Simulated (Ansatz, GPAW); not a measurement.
# butane-1,4-dithiol between two Al chains: relaxation, then transmission at several levels, part 3 of 5

How well does butane-1,4-dithiol between two Al chains conduct once its atoms have relaxed, and how much do cheaper levels lose?

GPAW 26.7.0 and Ansatz 0.2.0; Ansatz plane waves; relaxation of the junction with the lead ends held; PAW set soft_1 (the session's first sound run).

So far, transmission at the Fermi level (one spin): step 3 (plane waves, PBE) 3.5e-4. Also open channels of the lead at the Fermi level (one spin): step 3 2.

## (4) Double-zeta polarised basis

The script solves lead and junction separately, takes H and S in the orbital basis, and joins semi-infinite leads through their self-energies; the dzp basis is the working standard.

This step: GPAW LCAO, PAW setups; Landauer transmission from Green's functions with principal layers (ASE), zero bias (GPAW 26.7.0).

run.py

```python
import json
import numpy as np
from ase import Atoms
from ase.transport.calculators import TransportCalculator
from gpaw import GPAW, FermiDirac
from gpaw.lcao.tools import get_lcao_hamiltonian
from scipy.linalg import eigh

# The junction with lead layers at both ends, along the third cell vector
device = Atoms(
    ['Al', 'Al', 'Al', 'Al', 'Al', 'Al', 'Al', 'S', 'H', 'C', 'H', 'H', 'C', 'H', 'H', 'C', 'H', 'H', 'C', 'H', 'S', 'Al', 'Al', 'Al', 'Al', 'Al', 'Al', 'Al'],
    positions=[
        [5.47599, 4.68554, 1.20000],
        [5.47599, 4.68554, 3.60000],
        [5.47599, 4.68554, 6.00000],
        [5.47599, 4.68554, 8.40000],
        [5.47599, 4.68554, 10.80000],
        [5.45813, 2.83274, 12.51798],
        [5.40921, 3.99480, 14.81525],
        [4.99787, 3.25362, 16.86978],
        [5.98768, 5.31860, 17.73617],
        [5.16792, 4.66372, 18.05831],
        [6.35839, 3.53268, 19.45757],
        [4.23509, 5.24136, 18.03168],
        [5.42826, 4.12157, 19.46404],
        [4.62037, 3.42418, 19.73595],
        [6.33093, 5.94014, 20.23584],
        [5.52307, 5.24276, 20.50782],
        [6.71587, 4.12310, 21.94080],
        [4.59294, 5.83166, 20.51406],
        [5.78327, 4.70110, 21.91378],
        [4.96324, 4.04677, 22.23637],
        [5.95416, 6.11205, 23.10115],
        [5.53650, 5.37681, 25.15662],
        [5.48094, 6.54180, 27.45183],
        [5.47599, 4.68554, 29.16570],
        [5.47599, 4.68554, 31.56570],
        [5.47599, 4.68554, 33.96570],
        [5.47599, 4.68554, 36.36570],
        [5.47599, 4.68554, 38.76570]],
    cell=[[10.95199, 0.0, 0.0], [0.0, 9.37109, 0.0], [0.0, 0.0, 39.9657]],
    pbc=True)

# One principal layer of the lead: the first 4 atoms of the device
lead = Atoms(
    ['Al', 'Al', 'Al', 'Al'],
    positions=[
        [5.47599, 4.68554, 1.20000],
        [5.47599, 4.68554, 3.60000],
        [5.47599, 4.68554, 6.00000],
        [5.47599, 4.68554, 8.40000]],
    cell=[[10.95199, 0.0, 0.0], [0.0, 9.37109, 0.0], [0.0, 0.0, 9.6]],
    pbc=True)

settings = dict(mode='lcao', basis='dzp', xc='PBE', h=0.2,
                occupations=FermiDirac(0.1), maxiter=250,
                mixer=dict(beta=0.1, nmaxold=8, weight=100.0),
                convergence=dict(density=0.0001))
energies = np.arange(-2, 2 + 1e-9, 0.025)
eta = 0.0001
n1, n2 = 1, 1
# k and -k transmit alike, so half of the mesh across the current serves
mesh = [(i, j) for i in range(n1) for j in range(n2) if (i, j) <= (-i % n1, -j % n2)]
weights = np.array([1 if (i, j) == (-i % n1, -j % n2) else 2 for i, j in mesh]) / (n1 * n2)


def ground_state(atoms, size, txt):
    atoms.calc = GPAW(kpts={'size': size, 'gamma': True}, symmetry={'tolerance': 1e-3}, txt=txt, **settings)
    atoms.get_potential_energy()
    return atoms.calc.get_fermi_level()


def blocks(atoms, fermi, points, nz, cells):
    """H - E_F S and S between cell 0 and the cells above it, at each point across the current."""
    kz = np.arange(nz) / nz
    calc = atoms.calc.fixed_density(kpts=[(*k, z) for k in points for z in kz], symmetry='off', txt=None)
    H, S = get_lcao_hamiltonian(calc)
    H = (H - fermi * S).reshape(len(H), len(points), nz, *S.shape[1:])
    S = S.reshape(H.shape[1:])
    phases = [np.exp(-2j * np.pi * kz * R) / nz for R in cells]
    return [(np.einsum('skzij,z->ksij', H, p), np.einsum('kzij,z->kij', S, p)) for p in phases]


def pair(a, b):
    return np.block([[a, b], [b.T.conj(), a]])


def count_channels(h, s, cells, nk=240):
    """Half the number of times that the lead's bands cross each energy, unfolded to its shortest repeat."""
    b = len(h) // cells
    bands = []
    for k in (np.arange(nk + 1) + 0.5) / nk:
        hk, sk = h[:b, :b].copy(), s[:b, :b].copy()
        for R in range(1, cells):
            phase, block = np.exp(2j * np.pi * k * R), slice(R * b, (R + 1) * b)
            hk += h[:b, block] * phase + (h[:b, block] * phase).T.conj()
            sk += s[:b, block] * phase + (s[:b, block] * phase).T.conj()
        w, u = eigh(sk)
        x = u[:, w > 1e-5] / w[w > 1e-5]**0.5  # drop near-dependent combinations
        bands.append(np.r_[eigh(x.T.conj() @ hk @ x, eigvals_only=True), [1e9] * (w <= 1e-5).sum()])
    below = np.array(bands)[:, :, None] < energies
    return (below[1:] != below[:-1]).sum((0, 1)) / 2


fermi_lead = ground_state(lead, (1, 1, 12), 'lead.txt')
fermi_device = ground_state(device, (1, 1, 2), 'device.txt')
T, channels, eigen, tail, misfit, shifts = [], [], [], 0.0, 0.0, []
for first in range(0, len(mesh), 141):
    points = [(i / n1, j / n2) for i, j in mesh[first:first + 141]]
    (H0k, S0k), (H1k, S1k), (H2k, _) = blocks(lead, fermi_lead, points, 5, range(3))
    [(Hk, Sk)] = blocks(device, fermi_device, points, 2, [0])
    tail = max(tail, abs(H2k).max())
    for H0, S0, H1, S1, H, S in zip(H0k, S0k, H1k, S1k, Hk, Sk):
        n = len(S0)
        # Shift the lead onto the potential of the device's first layer
        shift = ((H[:, 0, 0] - H0[:, 0, 0]) / S0[0, 0]).real.mean()
        shifts.append(shift)
        misfit = max(misfit, abs(H[:, :n, :n] - H0 - shift * S0).max())
        Tk, Ck, Ek = [], [], []
        for s in range(len(H)):
            t = s % len(H0)  # a lead without moments serves both spins
            h1, s1 = pair(H0[t] + shift * S0, H1[t] + shift * S1), pair(S0, S1)
            leads = dict(h1=h1, s1=s1, energies=energies, eta=eta, eta1=eta, eta2=eta)
            calc = TransportCalculator(h=H[s], s=S, eigenchannels=3, **leads)
            Tk.append(calc.get_transmission())
            Ek.append(np.sort(calc.eigenchannels_ne, axis=0)[::-1])
            Ck.append(count_channels(h1, s1, 8))
        T.append(Tk)
        channels.append(Ck)
        eigen.append(Ek)
T, channels = np.array(T), np.array(channels)
mean, open_channels = np.einsum('kse,k->se', T, weights), np.einsum('kse,k->se', channels, weights)

print(f'basis functions: device {len(S)}, principal layer {n}')
print(f'Fermi level: lead {fermi_lead:.4f} eV, device {fermi_device:.4f} eV; lead shifted by {np.mean(shifts):.4f} eV')
print(f'largest coupling past the next layer {tail:.2e} eV, largest misfit of the first layer {misfit:.3f} eV')
print('  E-E_F (eV)   ' + 'T (one spin)  channels')
for e, t, c in zip(energies, mean.T, open_channels.T):
    print(f'{e:10.3f}  ', *[f'{x:11.4e}' for x in t], *[f'{x:9.4f}' for x in c])

kT = 8.617333e-5 * 300
fine = np.linspace(energies[0], energies[-1], 4001)
both = np.exp(np.interp(fine, energies, np.log(np.maximum(mean.sum(0) * 2 / len(mean), 1e-30))))
fermi = lambda mu: 1 / (1 + np.exp(np.clip((fine - mu) / kT, -200, 200)))
slope = fermi(0) * (1 - fermi(0)) / kT
G = np.trapezoid(both * slope, fine) / 2
seebeck = -np.trapezoid(both * slope * fine, fine) / (2 * G * 300) * 1e6
print(f'conductance at 300 K: {G:.5g} G0 a cell; thermopower {seebeck:.4g} uV/K')
bias = [0.1, 0.2, 0.5, 1.0, 1.5, 2.0]
current = [38.74 * np.trapezoid(both * (fermi(V / 2) - fermi(-V / 2)), fine) for V in bias]
for V, I in zip(bias, current):
    print(f'current from the zero-bias T(E) at {V} V: {I:.5g} uA')
zero = abs(energies).argmin()
json.dump(dict(energies=energies.tolist(), T=mean.tolist(), channels=open_channels.tolist(), G=G, seebeck=seebeck,
               bias=bias, current=current, tail=tail, misfit=misfit, shift=np.mean(shifts), n_device=len(S), n_lead=n,
               fermi=[fermi_lead, fermi_device], energy=device.get_potential_energy(),
               moments=device.get_magnetic_moments().tolist(), mesh=mesh, weights=weights.tolist(),
               T_k=T[:, :, zero].tolist(), eigen=np.array(eigen[0]).tolist()), open('result.json', 'w'))
```

The run is started by

```
> OMP_NUM_THREADS=1 OPENBLAS_NUM_THREADS=1 python run.py
```

Log:

```text
basis functions: device 300, principal layer 52
Fermi level: lead -3.3501 eV, device -3.0630 eV; lead shifted by 0.0183 eV
largest coupling past the next layer 1.42e-15 eV, largest misfit of the first layer 0.058 eV
  E-E_F (eV)   T (one spin)  channels
    -2.000    4.4873e-03    1.0000
    -1.975    5.0263e-03    1.0000
    -1.950    5.6029e-03    1.0000
    -1.925    6.2423e-03    1.0000
    -1.900    6.9717e-03    1.0000
    -1.875    7.8238e-03    1.0000
    -1.850    8.8399e-03    1.0000
    -1.825    1.0075e-02    1.0000
    -1.800    1.1605e-02    1.0000
    -1.775    1.3536e-02    1.0000
    -1.750    1.6024e-02    1.0000
    -1.725    1.9300e-02    1.0000
    -1.700    2.3717e-02    1.0000
    -1.675    2.9824e-02    1.0000
    -1.650    3.8500e-02    1.0000
    -1.625    5.1163e-02    1.0000
[...]
1.825    2.1059e-03    3.0000
     1.850    2.2419e-03    3.0000
     1.875    2.4052e-03    3.0000
     1.900    2.5965e-03    3.0000
     1.925    2.8170e-03    3.0000
     1.950    3.0688e-03    3.0000
     1.975    3.3545e-03    3.0000
     2.000    3.6775e-03    3.0000
conductance at 300 K: 0.00030902 G0 a cell; thermopower -22.44 uV/K
current from the zero-bias T(E) at 0.1 V: 0.0024002 uA
current from the zero-bias T(E) at 0.2 V: 0.0048369 uA
current from the zero-bias T(E) at 0.5 V: 0.01288 uA
current from the zero-bias T(E) at 1.0 V: 0.035243 uA
current from the zero-bias T(E) at 1.5 V: 0.084696 uA
current from the zero-bias T(E) at 2.0 V: 0.18837 uA
```

Run time: 3 min. Hardware: 1 thread of Intel Xeon Platinum 8375C at 2.90GHz (Ice Lake), shared host; peak memory 1.6 GiB.

This step gave:

| Quantity | Value |
| --- | --- |
| conductance | 3.09e-4 G₀ |
| thermopower | -22.44 μV/K |
| largest coupling past the next principal layer | 1.42e-15 eV |
| largest misfit of the first principal layer | 0.05848 eV |
| shift that aligns the lead | 0.01830 eV |
| basis functions of the junction | 300 |
| basis functions of a principal layer | 52 |
| transmission at the Fermi level (one spin) | 3.07e-4 |

One spin. Transmission, zone mean against energy, zero at the Fermi level:

```
energy (eV)  transmission, zone mean
     -2.000                  0.00449
     -1.900                  0.00697
     -1.800                   0.0116
     -1.700                   0.0237
     -1.600                   0.0701
     -1.500                    0.255
     -1.475                    0.279
     -1.400                   0.0650
     -1.300                   6.4e-4
     -1.200                  1.3e-11
     -1.100                        0
     -1.000                        0
     -0.900                        0
     -0.800                   1.3e-8
     -0.700                  1.5e-12
     -0.600                        0
     -0.500                        0
     -0.400                  1.4e-12
     -0.300                   4.2e-5
     -0.200                   1.2e-4
     -0.100                   2.2e-4
      0.000                   3.1e-4
      0.100                   4.1e-4
      0.200                   5.8e-4
      0.300                   8.3e-4
      0.400                  0.00119
      0.500                  0.00167
      0.600                  0.00230
      0.700                  0.00310
      0.800                  0.00416
      0.900                  0.00561
      1.000                  0.00740
      1.100                   0.0102
      1.200                   0.0138
      1.300                   0.0154
      1.400                   0.0111
      1.500                  0.00535
      1.600                  0.00261
      1.700                  0.00188
      1.800                  0.00200
      1.900                  0.00260
      2.000                  0.00368
```

Crossings of the lead's bands, unfolded to its shortest repeat. The open channels, zone mean by energy, zero at the Fermi level:

energy (eV), open channels, zone mean and a bar:
```
   -2.000       1.00 ##########
   -1.800       1.00 ##########
   -1.600       1.00 ##########
   -1.400       1.00 ##########
   -1.200       0.00 
   -1.000       0.00 
   -0.800       0.00 
   -0.600       0.00 
   -0.400       0.00 
   -0.200       2.00 ####################
    0.000       2.00 ####################
    0.200       2.00 ####################
    0.400       2.00 ####################
    0.600       2.00 ####################
    0.800       2.00 ####################
    1.000       3.00 ##############################
    1.200       3.00 ##############################
    1.400       3.00 ##############################
    1.600       3.00 ##############################
    1.800       3.00 ##############################
    2.000       3.00 ##############################
```

Not self-consistent under bias; the bias window is split evenly. The current through one cell, from the zero-bias transmission by bias:

```
bias (V)  current through one cell, from the zero-bias transmission (nA)
   0.100                                                            2.40
   0.200                                                            4.84
   0.500                                                            12.9
   1.000                                                            35.2
   1.500                                                            84.7
   2.000                                                             188
```

Transmission of the three most open eigenchannels against energy, zero at the Fermi level:

```
energy (eV)  channel 1  channel 2  channel 3
     -2.000    0.00449          0          0
     -1.900    0.00697          0          0
     -1.800     0.0116          0          0
     -1.700     0.0237          0          0
     -1.600     0.0701          0          0
     -1.500      0.255          0          0
     -1.400     0.0650          0          0
     -1.300     6.4e-4          0          0
     -1.200    1.3e-11          0          0
     -1.100          0          0          0
     -1.000          0          0          0
     -0.900          0          0          0
     -0.800     1.3e-8          0          0
     -0.700    1.5e-12          0          0
     -0.600          0          0          0
     -0.500          0          0          0
     -0.400    1.2e-12          0          0
     -0.300     3.6e-5     6.4e-6          0
     -0.200     1.0e-4     2.1e-5          0
     -0.100     1.7e-4     4.8e-5          0
      0.000     2.2e-4     8.3e-5          0
      0.100     3.1e-4     1.0e-4          0
      0.200     4.7e-4     1.0e-4          0
      0.300     7.3e-4     9.8e-5          0
      0.400    0.00110     9.0e-5          0
      0.500    0.00159     8.2e-5          0
      0.600    0.00223     7.4e-5          0
      0.700    0.00304     6.5e-5          0
      0.800    0.00410     5.7e-5          0
      0.900    0.00556     4.9e-5          0
      1.000    0.00734     5.3e-5     1.6e-6
      1.100     0.0101     6.6e-5     4.5e-6
      1.200     0.0137     8.5e-5     7.6e-6
      1.300     0.0153     1.1e-4     1.1e-5
      1.400     0.0109     1.5e-4     1.5e-5
      1.500    0.00514     2.0e-4     1.8e-5
      1.600    0.00239     2.1e-4     2.2e-5
      1.700    0.00171     1.4e-4     2.4e-5
      1.800    0.00189     8.2e-5     2.3e-5
      1.900    0.00252     6.5e-5     1.4e-5
      2.000    0.00360     7.1e-5     6.3e-6
```

At the Fermi level T is 3.1e-4 against 3.5e-4 in plane waves. Couplings past the next layer reach 1.4e-15 eV, small enough to drop; the matrix elements of the cell's first layer differ from the bulk lead's by up to 0.058 eV. That layer keeps its own values in the calculation, and only beyond it is the lead taken as perfect. The Fermi levels of lead and junction count from different zeros of potential, one for each periodic cell; with both set to zero, the small remaining shift is what aligns them. By hand: G = 3.09e-4 × 77.48 μS = 0.0239 μS, a resistance of 41765 kΩ; at 0.1 V a linear junction would pass 0.00239 μA, and the integral over the bias window gives 0.00240 μA. Mott's formula, S = -(π²/3)(k_B²T/e) d ln T/dE, has the prefactor 7.33 μV/K·eV at 300 K; T = 2.86e-4 at -0.025 eV and 3.30e-4 at 0.025 eV give a slope of 2.87 per eV and S = -21.0 μV/K, beside -22.4 μV/K from the thermal integral, which interpolates the same grid.

## (5) GPAW, szp: basis = "szp(dzp)"

One radial function a shell plus polarisation makes the matrices smaller; the question is what that costs.

Changes to run.py since step 4:

```diff
@@ -54,3 +54,3 @@
 
-settings = dict(mode='lcao', basis='dzp', xc='PBE', h=0.2,
+settings = dict(mode='lcao', basis='szp(dzp)', xc='PBE', h=0.2,
                 occupations=FermiDirac(0.1), maxiter=250,
```

Log:

```text
basis functions: device 212, principal layer 36
Fermi level: lead -3.8297 eV, device -3.4562 eV; lead shifted by 0.0260 eV
largest coupling past the next layer 9.93e-16 eV, largest misfit of the first layer 0.073 eV
  E-E_F (eV)   T (one spin)  channels
    -2.000    4.7848e-03    1.0000
    -1.975    5.4318e-03    1.0000
    -1.950    6.1773e-03    1.0000
[...]
1.975    8.6320e-03    3.0000
     2.000    9.5332e-03    3.0000
conductance at 300 K: 0.00031533 G0 a cell; thermopower -20.95 uV/K
current from the zero-bias T(E) at 0.1 V: 0.0024474 uA
current from the zero-bias T(E) at 0.2 V: 0.0049214 uA
current from the zero-bias T(E) at 0.5 V: 0.013041 uA
current from the zero-bias T(E) at 1.0 V: 0.037423 uA
current from the zero-bias T(E) at 1.5 V: 0.09875 uA
current from the zero-bias T(E) at 2.0 V: 0.23031 uA
```

Elapsed: 2.3 min, on 1 thread; peak memory 1.6 GiB.

This step gave:

- conductance: 3.15e-4 G₀
- thermopower: -20.95 μV/K
- largest coupling past the next principal layer: 9.93e-16 eV
- largest misfit of the first principal layer: 0.07312 eV
- shift that aligns the lead: 0.02599 eV
- basis functions of the junction: 212
- basis functions of a principal layer: 36
- transmission at the Fermi level (one spin): 3.14e-4

One spin. The transmission, zone mean by energy, zero at the Fermi level:

```
energy (eV)  transmission, zone mean
     -2.000                  0.00478
     -1.900                  0.00811
     -1.800                   0.0157
     -1.700                   0.0389
     -1.600                    0.124
     -1.550                    0.180
     -1.500                    0.129
     -1.400                  0.00479
     -1.300                  7.5e-11
     -1.200                  2.8e-12
     -1.100                        0
     -1.000                        0
     -0.900                        0
     -0.800                  5.7e-12
     -0.700                        0
     -0.600                        0
     -0.500                        0
     -0.400                        0
     -0.300                   4.4e-5
     -0.200                   1.2e-4
     -0.100                   2.3e-4
      0.000                   3.1e-4
      0.100                   4.1e-4
      0.200                   5.8e-4
      0.300                   8.7e-4
      0.400                  0.00130
      0.500                  0.00192
      0.600                  0.00277
      0.700                  0.00396
      0.800                  0.00556
      0.900                  0.00697
      1.000                  0.00929
      1.100                   0.0129
      1.200                   0.0176
      1.300                   0.0212
      1.325                   0.0214
      1.400                   0.0192
      1.500                   0.0126
      1.600                  0.00753
      1.700                  0.00542
      1.800                  0.00531
      1.900                  0.00664
      2.000                  0.00953
```

The conductance, 3.2e-4 G₀, lies 2.0 % above that of the dzp run.

## (6) Minimal basis

One function for each valence shell of the setup, as for a first survey of a large system.

Changes to run.py since step 5:

```diff
@@ -54,3 +54,3 @@
 
-settings = dict(mode='lcao', basis='szp(dzp)', xc='PBE', h=0.2,
+settings = dict(mode='lcao', basis='sz(dzp)', xc='PBE', h=0.2,
                 occupations=FermiDirac(0.1), maxiter=250,
```

Log:

```text
basis functions: device 88, principal layer 16
Fermi level: lead -4.0889 eV, device -3.6666 eV; lead shifted by 0.0337 eV
largest coupling past the next layer 9.46e-16 eV, largest misfit of the first layer 0.082 eV
  E-E_F (eV)   T (one spin)  channels
    -2.000    5.5840e-03    1.0000
    -1.975    6.4553e-03    1.0000
    -1.950    7.5071e-03    1.0000
[...]
1.975    3.2824e-03    3.0000
     2.000    3.4853e-03    3.0000
conductance at 300 K: 0.0002507 G0 a cell; thermopower -13.85 uV/K
current from the zero-bias T(E) at 0.1 V: 0.0019396 uA
current from the zero-bias T(E) at 0.2 V: 0.0038634 uA
current from the zero-bias T(E) at 0.5 V: 0.0096252 uA
current from the zero-bias T(E) at 1.0 V: 0.023894 uA
current from the zero-bias T(E) at 1.5 V: 0.056594 uA
current from the zero-bias T(E) at 2.0 V: 0.11261 uA
```

The job ended after 1.8 min (1 thread; peak memory 1.5 GiB).

Numbers from this step:

```yaml
conductance: 2.51e-4 G₀
thermopower: -13.85 μV/K
largest_coupling_past_the_next_principal_layer: 9.46e-16 eV
largest_misfit_of_the_first_principal_layer: 0.08207 eV
shift_that_aligns_the_lead: 0.03370 eV
basis_functions_of_the_junction: 88
basis_functions_of_a_principal_layer: 16
transmission_at_the_fermi_level_one_spin: 2.52e-4
```

The conductance, 2.5e-4 G₀, lies 19 % below that of the dzp run.

(Continued in part 4 of 5.)

[Logs are printed without paths, hosts, clocks, repeated set-up lines and the standing remarks that a program may print on its own settings, such as how far it seeks lower states.]

[Hosts, paths, dates, database ids (printed as entryN), source tags and the programs' standing remarks are cut or masked in the printed files.]
